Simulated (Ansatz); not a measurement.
**BP in Ansatz: the effect of functional**

Crystal: BP.

```
P B
1.0
     0.00000    2.26900    2.26900
     2.26900    0.00000    2.26900
     2.26900    2.26900    0.00000
P B
1 1
Direct
  0.75000 0.75000 0.75000
  0.00000 0.00000 0.00000
```

Alike in all runs:

```yaml
Program: Ansatz 0.2.0
Task: band structure
Potentials_or_basis: all-electron LAPW, scalar-relativistic
Basis_error_allowed: 0.001 eV/atom
k_mesh: 10 × 10 × 10
Occupations: fermi-dirac, width 0.05 eV
Spin: no spin polarisation
```

Q: One run gave: gap on the mesh 1.51 eV; pressure 6.1 GPa. Which functional did it use?
A. PBEsol
B. RPBE
C. BLYP
D. revPBE
E. LDA

A: C.

```csv
functional,cutoff,gap on the mesh (eV),pressure (GPa)
LDA,283 eV (chosen from the basis error),1.19,-5.2
PBEsol,281 eV (chosen from the basis error),1.14,-2.0
RPBE,280 eV (chosen from the basis error),1.27,3.9
revPBE,280 eV (chosen from the basis error),1.26,3.2
BLYP,283 eV (chosen from the basis error),1.51,6.1
```

Runs at the PBE level aren't shown here.
